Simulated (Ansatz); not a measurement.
**The Cu-Au system: small convex hull**

Aim: a small convex hull, for the Cu-Au system, run from a script.

The COD entry's cell or inner coordinates are ideal or old and differ from later refinements, so a difference from it is no clean test against experiment.

Program: Ansatz 0.2.0, driven from Python. Level of theory: DFT LDA, plane waves, PAW. These are calculated values, not measurements.

### Step 1. The system

CuAu3 Pm-3m: The structure is cubic, space group Pm-3m (No. 221). The conventional cell has a = 3.980 Å, b = 3.980 Å, c = 3.980 Å, α = 90.00°, β = 90.00°, γ = 90.00°. Around Cu (site symmetry m-3m) lie 12 Au at 2.81 Å. Au (site symmetry 4/mmm) has 4 Cu at 2.81 Å and 8 Au at 2.81 Å as nearest neighbours.

Cu3Au Pm-3m: Symmetry: Pm-3m, No. 221, cubic system. The conventional cell has a = 3.740 Å, b = 3.740 Å, c = 3.740 Å, α = 90.00°, β = 90.00°, γ = 90.00°. Around Cu (site symmetry 4/mmm) lie 8 Cu at 2.64 Å and 4 Au at 2.64 Å. Au (site symmetry m-3m) has 12 Cu at 2.64 Å as nearest neighbours.

CuAu R-3m: The structure is trigonal, space group R-3m (No. 166). Conventional cell: a = 2.886 Å, b = 2.886 Å, c = 12.769 Å, α = 90.00°, β = 90.00°, γ = 120.00°. Cu (site symmetry -3m) has 6 Au at 2.70 Å and 6 Cu at 2.89 Å as nearest neighbours. Au (site symmetry -3m) is surrounded by 6 Cu at 2.70 Å and 6 Au at 2.89 Å.

CuAu P4/mmm: It takes space group P4/mmm (No. 123, tetragonal). The conventional cell has a = 2.811 Å, b = 2.811 Å, c = 3.685 Å, α = 90.00°, β = 90.00°, γ = 90.00°. Cu (site symmetry 4/mmm) has 8 Au at 2.71 Å and 4 Cu at 2.81 Å as nearest neighbours. Au (site symmetry 4/mmm) is surrounded by 8 Cu at 2.71 Å and 4 Au at 2.81 Å.

Cu Fm-3m: The structure is cubic, space group Fm-3m (No. 225). The conventional cell has a = 3.615 Å, b = 3.615 Å, c = 3.615 Å, α = 90.00°, β = 90.00°, γ = 90.00°. Around Cu (site symmetry m-3m) lie 12 Cu at 2.56 Å.

Au Fm-3m: The structure is cubic, space group Fm-3m (No. 225). The conventional cell has a = 4.070 Å, b = 4.070 Å, c = 4.070 Å, α = 90.00°, β = 90.00°, γ = 90.00°. Au (site symmetry m-3m) has 12 Au at 2.88 Å as nearest neighbours.

No structure file is read: the coordinates are typed or built in the script.

### Step 2. The script

The input, hull.py:

```python
'''Convex hull of a few Cu-Au phases, after relaxing atoms and volume at fixed cell shape.'''

from collections import Counter
from dataclasses import dataclass
import warnings

import ansatz as az
import pandas as pd
from pymatgen.analysis.phase_diagram import PDEntry, PhaseDiagram
from pymatgen.core import Composition


@dataclass(frozen=True)
class Options:
    functional: str = 'LDA'
    kspacing: float = 0.3
    occupations: str = 'fermi_dirac'
    smearing_width: float = 0.05


settings = Options()

PHASES = {
    'CuAu3 Pm-3m': (
        [(3.98, 0.0, 0.0), (0.0, 3.98, 0.0), (0.0, 0.0, 3.98)],
        [
            ('Cu', (0.0, 0.0, 0.0)),
            ('Au', (0.0, 0.5, 0.5)),
            ('Au', (0.5, 0.0, 0.5)),
            ('Au', (0.5, 0.5, 0.0)),
        ],
    ),
    'Cu3Au Pm-3m': (
        [(3.74, 0.0, 0.0), (0.0, 3.74, 0.0), (0.0, 0.0, 3.74)],
        [
            ('Cu', (0.0, 0.5, 0.5)),
            ('Cu', (0.5, 0.0, 0.5)),
            ('Cu', (0.5, 0.5, 0.0)),
            ('Au', (0.0, 0.0, 0.0)),
        ],
    ),
    'CuAu R-3m': (
        [(1.44305685, 0.83314926, 4.25617076), (-1.44305685, 0.83314926, 4.25617076), (0.0, -1.66629852, 4.25617076)],
        [
            ('Cu', (0.5, 0.5, 0.5)),
            ('Au', (0.0, 0.0, 0.0)),
        ],
    ),
    'CuAu P4/mmm': (
        [(2.81074946, 0.0, 0.0), (0.0, 2.81074946, 0.0), (0.0, 0.0, 3.685)],
        [
            ('Cu', (0.5, 0.5, 0.5)),
            ('Au', (0.0, 0.0, 0.0)),
        ],
    ),
    'Cu': (
        [(0.0, 1.8075, 1.8075), (1.8075, 0.0, 1.8075), (1.8075, 1.8075, 0.0)],
        [
            ('Cu', (0.0, 0.0, 0.0)),
        ],
    ),
    'Au': (
        [(0.0, 2.035, 2.035), (2.035, 0.0, 2.035), (2.035, 2.035, 0.0)],
        [
            ('Au', (0.0, 0.0, 0.0)),
        ],
    ),
}


def build(vectors, sites):
    crystal = az.Crystal(lattice=az.Lattice.of(vectors))
    for symbol, position in sites:
        crystal = crystal.atom(symbol, position)
    return crystal


def solve(name, crystal):
    calc = (
        crystal.calculation()
        .functional(settings.functional)
        .basis(38 * az.Ry)
        .kpoints(spacing=settings.kspacing)
        .occupations(settings.occupations, width=settings.smearing_width)
    )
    calc = calc.relax(force_tolerance=0.02, fix_cell=['shape'])
    return calc.run()


def counts(outcome):
    return Counter(site.symbol for site in outcome.lattice.sites)

warnings.simplefilter('ignore', az.DeckWarning)

phases = {name: build(*cell) for name, cell in PHASES.items()}

done = {name: solve(name, crystal) for name, crystal in phases.items()}

entries = [PDEntry(Composition(dict(counts(o))), o.report['energy_sigma0_ev'], name=name) for name, o in done.items()]
diagram = PhaseDiagram(entries)
rows = [(e.name, e.composition.get_atomic_fraction('Au'), diagram.get_form_energy_per_atom(e), diagram.get_e_above_hull(e)) for e in entries]
rows.sort(key=lambda row: row[1])
print(pd.DataFrame(rows, columns=['phase', 'x(Au)', 'E_form (eV/atom)', 'above hull (eV/atom)']).round(4).to_string(index=False))
print('on the hull of these phases:', ', '.join(row[0] for row in rows if row[3] < 1e-6))
```

### Step 3. The input behind the calls

The engine receives this input (first run):

```yaml
crystal:
  lattice:
    - [3.98, 0.0, 0.0]
    - [0.0, 3.98, 0.0]
    - [0.0, 0.0, 3.98]
  atoms:
    - { symbol: Cu, position: [0.0, 0.0, 0.0] }
    - { symbol: Au, position: [0.0, 0.5, 0.5] }
    - { symbol: Au, position: [0.5, 0.0, 0.5] }
    - { symbol: Au, position: [0.5, 0.5, 0.0] }
basis:
  ecutwfc: 517.016338673772
kpoints:
  mp_grid:
    kspacing: 0.3
hamiltonian:
  xc: lda
scf:
  occupations:
    method: fermi_dirac
    width: 0.05
relax:
  f_tol: 0.02
  cell:
    fix: [shape]
```

### Step 4. The run

On the command line:

```bash
$ python hull.py
```

Without the output at hand: what should come out? Wanted: on the hull of these phases; energy of CuAu3; energy of Cu3Au; energy of CuAu (for each run or level that gives them).

As calculated:

| quantity | value |
| --- | --- |
| on the hull of these phases | Cu, Cu3Au Pm-3m, CuAu P4/mmm, Au |
| runs compared | 6 |
| energy of CuAu3 (run 1) from the elements | 4 meV/atom |
| energy of Cu3Au (run 2) from the elements | -29 meV/atom |
| energy of CuAu (run 3) from the elements | 47 meV/atom |
| energy of CuAu (run 4) from the elements | -28 meV/atom |

In words: Among these few phases the hull runs through Cu, Cu3Au Pm-3m, CuAu P4/mmm, Au; other phases, not tried, may lie lower. Cu3Au lies 29 meV/atom below its elements, the most of the cells tried. The dearest, run 3, took some 8.2 times as long as run 6. In run 5, the volume shrank by 8.0 % over 4 moves, and the space group stayed Fm-3m. In run 6, the volume shrank by 1.7 % over 2 moves, and the space group stayed Fm-3m. Reading the output:
- For the metals among these cells the mesh is coarse, so their volumes and pressures are rough.
- Atoms and volume are relaxed with the cell's shape held, which in cells of lower than cubic symmetry can hide stresses and shift volumes.
- Spin-orbit coupling, which matters for elements this heavy, is left out.
- Differences under about 40 meV an atom lie within the error of mesh and functional, so such verdicts may flip; only the cells listed enter the hull.
